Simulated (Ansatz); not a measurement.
TiTe:

```xyz
2
Lattice="0.0000 3.0501 3.0501 3.0501 0.0000 3.0501 3.0501 3.0501 0.0000" Properties=species:S:1:pos:R:3 pbc="T T T"
Ti    3.0501    3.0501    3.0501
Te    0.0000    0.0000    0.0000
```

The cell comes from a database or a generator and needn't be the stable form of this composition.

* Program: Ansatz 0.2.0
* Task: relaxation of cell and atoms
* Functional: PBE
* Potentials or basis: Ansatz PAW
* Cutoff: 420 eV (not typed: the program's choice for these potentials)
* k mesh: 8 × 8 × 8
* Occupations: fermi-dirac, width 0.05 eV
* Spin: no spin polarisation

At the start: volume 28.37 Å³/atom.

Where does the relaxation end?

It ends after 6 steps and the volume is 22.57 Å³/atom (-20.5 %); space group Fm-3m (No. 225, to 0.05 Å).

The path:
| step | energy change (eV) | largest force (eV/Å) | volume (Å³) |
| --- | --- | --- | --- |
| 1 | 0.0000 | 0.0000 | 56.75 |
| 2 | -0.4146 | 0.0000 | 48.85 |
| 3 | -0.4574 | 0.0000 | 43.17 |
| 4 | -0.4794 | 0.0000 | 45.42 |
| 5 | -0.4798 | 0.0000 | 45.14 |
| 6 | -0.4783 | 0.0000 | 45.14 |

Final structure:
```
Ti Te
1.0
     0.00000    2.82596    2.82596
     2.82596    0.00000    2.82596
     2.82596    2.82596    0.00000
Ti Te
1 1
Cartesian
  2.8260 2.8260 2.8260
  0.0000 0.0000 0.0000
```

Caveat: the volume moved by over 15 % at a fixed basis, so the end points are rough; the plane-wave basis is chosen anew once the cell has moved, so the energies of steps on either side of that aren't comparable.
